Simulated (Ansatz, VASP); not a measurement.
## GaSb in two plane-wave programs

Aim: how closely do two programs agree when they are given the same cell, functional and k mesh? The cell is taken from a series of runs on this material, whose earlier steps may have relaxed, scaled, displaced or heated it; both programs get it as it stands.

Program: Ansatz 0.2.0. Level of theory: plane waves, with VASP 6.6.1 beside it; zone-centre phonons at PBEsol. Results are calculated unless marked as measured.

## (1) The structure

Symmetry: I-4m2, No. 119, tetragonal system. The conventional cell has a = 4.408 Å, b = 4.408 Å, c = 5.998 Å, α = 90.00°, β = 90.00°, γ = 90.00°. Nearest to Ga lie 4 Sb at 2.67 Å. Nearest to Sb lie 4 Ga at 2.67 Å. Farther neighbours are not listed.

## (2) Ansatz: zone-centre phonons, PBEsol

Ansatz runs on its PAW soft_1 files.

Second derivatives magnify differences that forces hide, and they need a tight electronic threshold.

input.yaml

```yaml
crystal:
  lattice:
    - [0.0, 3.11688368, 2.9992203789]
    - [3.11688368, 0.0, 2.9992203789]
    - [3.11688368, 3.11688368, 0.0]
  atoms:
    - { symbol: Ga, position: [0.0, 0.0, 0.0] }
    - { symbol: Sb, position: [0.75, 0.75, 0.75] }
kpoints:
  mp_grid: { grid: [12, 12, 12] }
hamiltonian:
  xc: pbesol
  pseudopotentials: { kind: paw, azcp: { folder: soft_1 }, xc_functional: pbe }
scf:
  occupations: { method: methfessel_paxton, width: 0.2 }
output:
  eigenvalues: true
phonons:
  method: dfpt
```

Command:

```console
> ansatz run input.yaml --threads 4 --pin off --max-ram 10240MiB --backend cpu --events-out ev --progress --plain --runs-dir out
```

Numbers of over 12 decimals in the logs are rounded to 6 here.

The program printed:

```text
zone centre: on kpoints.mp_grid the ground state, and the responses unless they are solved on pairs of k-points, stand on 280 of the mesh's 1728 k-points, reduced under 4 symmetry operations, with k and −k counted as one. Each operation leaves every solved displacement unchanged or reverses it
Engine: ansatz 0.2.0, aarch64-unknown-linux-gnu
Pseudopotentials: kind: paw
Pseudopotential: Ga, paw, valence charge 13, recommended cutoff 420 eV (normal), soft_1/Ga.paw.azcp
Pseudopotential: Sb, paw, valence charge 15, recommended cutoff 420 eV (normal), soft_1/Sb.paw.azcp
Functional definition: PBEsol
  exchange = pbesol_x
  correlation = pbesol_c
Crystal: 2 atoms, lattice volume = 58.275 Å³
Basis set: ecut = 420 eV, 1155 PW (Γ), exchange–correlation on 60×60×60 points (8 copies of the dense FFT grid, shifted against one another)
Bands: 18, of which v1, the nominal top of the filled ones, is band 14 counted from 1 (13 counted from 0)
Symmetry: 8 space group operations
k-points: 280 of 1728 (irreducible under 4 space group operations, time reversal used)
Non-local potential: Ga, projectors of the file, l = 0: 2, l = 1: 2, l = 2: 3, l = 3: 1
Non-local potential: Sb, projectors of the file, l = 0: 2, l = 1: 2, l = 2: 2, l = 3: 1
PAW form: soft (Blöchl's): semilocal exchange-correlation on the pseudo side does not see the compensation charge
PAW frozen core: Ga, regenerated for the run's functional, and the local potential with it (the file was generated under x = pbe(κ = 0.804, μ = 0.219515), c = pbe(β = 0.066725))
PAW frozen core: Sb, regenerated for the run's functional, and the local potential with it (the file was generated under x = pbe(κ = 0.804, μ = 0.219515), c = pbe(β = 0.066725))
PAW one-centre angular grid: Ga, 590 points (default); XC on 64 Gauss nodes
PAW one-centre angular grid: Sb, 590 points (default); XC on 64 Gauss nodes
Initial density: superposition of atomic densities (chi_scale 0.1, normalization cell, long waves kept (reshape's long-wave potential 0.00 eV rms))
Initial wavefunctions: pseudopotential atomic-orbital guess
Functional: x = pbesol(κ = 0.804, μ = 0.123457), c = pbesol(β = 0.046)
SCF iter   1: F=—  HF=-10151.688643 eV  |F-HF|=—  |Δ(HF+E_count)|=         —  Δρ=3.11e-2  dr2=4.01e-1  ethr=3.10e-3  ⟨swp⟩=5.6  Hψ=25864  notcnv=0
preconditioner: auto → none  [insulator: Δε(μ)=0.191 eV  Ē_g=14.638 eV  σ=0.200 eV  W_gap=0.69  n_scr=14 (ndim 8)  ℏωp=20.6 eV  f_vac=0.008  D(μ)=0.03/eV (n_scr^D=0)  ε∞_Penn≈3.0]
SCF iter   2: F=—  HF=-10151.613201 eV  |F-HF|=—  |Δ(HF+E_count)|=   7.54e-2  S|Δr|=    0.00e0  Δρ=1.41e-2  dr2=6.80e-2  ethr=1.43e-3  ⟨swp⟩=2.0  Hψ=8388  notcnv=0
SCF iter   3: F=—  HF=-10151.611369 eV  |F-HF|=—  |Δ(HF+E_count)|=   1.83e-3  S|Δr|=    0.00e0  Δρ=4.94e-3  dr2=1.39e-2  ethr=2.43e-4  ⟨swp⟩=2.0  Hψ=8077  notcnv=0
SCF iter   4: F=—  HF=-10151.605231 eV  |F-HF|=—  |Δ(HF+E_count)|=   6.14e-3  S|Δr|=    0.00e0  Δρ=7.83e-4  dr2=2.00e-4  ethr=4.95e-5  ⟨swp⟩=2.0  Hψ=7561  notcnv=0
SCF iter   5: F=—  HF=-10151.605206 eV  |F-HF|=—  |Δ(HF+E_count)|=   2.41e-5  S|Δr|=    0.00e0  Δρ=3.53e-4  dr2=2.56e-5  ethr=7.15e-7  ⟨swp⟩=2.0  Hψ=7563  notcnv=0
SCF iter   6: F=—  HF=-10151.605210 eV  |F-HF|=—  |Δ(HF+E_count)|=   3.50e-6  S|Δr|=    0.00e0  Δρ=3.08e-5  dr2=4.30e-7  ethr=9.16e-8  ⟨swp⟩=2.0  Hψ=8769  notcnv=0
SCF iter   7: F=—  HF=-10151.605210 eV  |F-HF|=—  |Δ(HF+E_count)|=   1.82e-8  S|Δr|=    0.00e0  Δρ=6.34e-6  dr2=2.02e-8  ethr=1.53e-9  ⟨swp⟩=2.0  Hψ=8965  notcnv=0
SCF iter   8: F=—  HF=-10151.605210 eV  |F-HF|=—  |Δ(HF+E_count)|=   2.07e-8  S|Δr|=    0.00e0  Δρ=1.01e-6  dr2=6.14e-10  ethr=7.23e-11  ⟨swp⟩=2.3  Hψ=7001  notcnv=0
SCF iter   9: F=-10151.605210 eV  HF=-10151.605210 eV  |F-HF|=1.09e-11  |Δ(HF+E_count)|=  4.84e-10  S|Δr|=    0.00e0  Δρ=1.50e-7  dr2=9.58e-12  ethr=1.00e-12  ⟨swp⟩=5.0  Hψ=27901  notcnv=0
SCF 1 converged in 9 iterations: F = -10151.605210 eV  dr2 = 9.58e-12
  greatest PAW one-centre occupation: 0.996 electrons in one spin orbital (limit 2), on the Sb atom at site 1 (counted from 0), in its partial waves of l = 2
DFPT response loops at Γ: preconditioner auto → Kerker (q_TF=auto, 2.415 Å⁻¹) (partly filled bands, converged f_vac=0.081); β = 1.00, the filter's whole step (`scf.mixing.beta` (0.50) is not read by the response loops under this deck's `scf.mixing.preconditioner`; to damp them name `kerker` or `kerker_dos`, under which they read `scf.mixing.beta`, and type it under 1.00, their step now; both keys bind the ground state too); Broyden in place of MSR1
SCF converged after 9 iterations
Stability not checked: this state was not tested for a lower state beside it, because cold or Methfessel-Paxton smearing, or corrected tetrahedra, fill the levels in a way that the test cannot read (fill_not_monotonic; see scf.lower_state_search)
Free energy (F): -10151.605210 eV
Harris-Foulkes:  -10151.605210 eV  (|F-HF|=1.09e-11)
Internal energy: -10151.605773 eV  (E = F + TS)
E sigma→0 (E₀):  -10151.605351 eV
Entropy (-TS):   0.000563 eV (0.281 meV/atom)
Fermi energy:    7.528429 eV
Step filling:    the computed levels leave a gap of 0.1817 eV = 0.9 smearing widths at the electron count; against every level under it full and every level over it empty, smearing changes F+E_penalty+E_count by +0.228 meV and its σ→0 estimate by +0.088 meV
--- Per-component energies (eV) ---
  E_band       = -266.731781
  E_kinetic    = 275.168870
  E_local      = -3403.942355  (includes V_loc(G=0)·N_el)
  E_nonlocal   = 299.474289
  E_hartree    = 1736.918430
  E_xc         = -160.128367
  E_vxc        = -145.736629  (∫ρ·V_xc dr)
  E_paw        = -6420.533384  (= ΣΔE_a)
  E_vpaw       = -765.532758  (= ΣTr[D̂ρ^β])
  E_aug_tail   = -0.000073  (compensation charges beyond the density's cutoff)
  E_ewald      = -2479.758016
  E_core_change = 1.194834  (= ΣΔE_core)
  E_smearing   = 0.000563  (= −TS)
  E_closure    = 0.000000  (closes the sum)
  Σ components = -10151.605210   (vs F -10151.605210, Δ=0.00e0)
--- Band table (eV; the first three rows and the last of 280) ---
  k-point 0: bands = [... 10 lower, -3.9317, 7.2953, 7.3770, 7.3770, 7.5842, 10.1561, 10.2661, 10.2661]
  k-point 1: bands = [... 10 lower, -3.8616, 6.0798, 7.2514, 7.4025, 8.2407, 10.3056, 10.4282, 10.5068]
  k-point 2: bands = [... 10 lower, -3.6556, 4.7222, 6.9654, 7.1474, 8.3624, 10.7094, 10.7740, 11.3311]
  k-point 279: bands = [... 10 lower, -1.4699, 0.8353, 4.7826, 4.7826, 8.1309, 8.5030, 16.0433, 16.0433]
--- Phonons (Γ-DFPT): 4 representative perturbations + reference, on 280 of 1728 k-points (Σ response iterations 12) ---
  k mesh reduced under 4 symmetry operations, with k and −k counted as one. Each operation leaves every solved displacement unchanged or reverses it
  ASR residual: 1.735e-4 → 0.000e0 eV/Å²; symmetrization residual: 5.019e-6 eV/Å²
  ASR residual per site (eV/Å²): 1.74e-4 7.92e-5
  Γ frequencies (cm⁻¹): 0.00 0.00 0.00 212.44 212.44 213.35
  non-analytic LO–TO correction: not included (Born effective charges unavailable; polar crystals: no LO–TO splitting at Γ)
```

[end of part 1 of 2]

[Lines on the potential files, build, host, timing and source positions are cut from VASP's logs without a mark.]

[Logs are printed without paths, hosts, clocks, repeated set-up lines and the standing remarks that a program may print on its own settings, such as how far it seeks lower states.]

[Hosts, paths, dates, database ids (printed as entryN), source tags and the programs' standing remarks are cut or masked in the printed files.]
